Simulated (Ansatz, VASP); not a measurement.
## Two plane-wave programs on AlAs2

```
CELL_PARAMETERS angstrom
1.92795 1.11310 4.71853
-1.92795 1.11310 4.71853
0.00000 -2.22621 4.71853
ATOMIC_POSITIONS crystal
Al 0.00000 0.00000 0.00000
As 0.76471 0.76471 0.76471
As 0.23529 0.23529 0.23529
```

Alike in both runs: functional PBE; k mesh 12 × 12 × 12; occupations gaussian, width 0.1 eV; no spin polarisation.

Ansatz relaxed the structure, and its values are those at the end. VASP's run is a single point on that final structure, the one shown.

|  | VASP | Ansatz |
| --- | --- | --- |
| version | VASP 6.6.1 | Ansatz 0.2.0 |
| potentials or method | VASP PAW PBE potentials, release 64 (Al, As) | scalar-relativistic, plane waves, PAW |
| plane-wave cutoff (eV) | 520 | 420 |
| valence electrons in the cell | 13 | 33 |

|  | VASP | Ansatz | Ansatz less VASP |
| --- | --- | --- | --- |
| gap on the k mesh at the Fermi level (eV) | none | none | - |
| pressure (GPa) | 0.1 | 0.0 | -0.12 |

A gap of «none» marks a metal or a gap that the smearing closes. The two sets of potentials don't hold the same shells in valence.
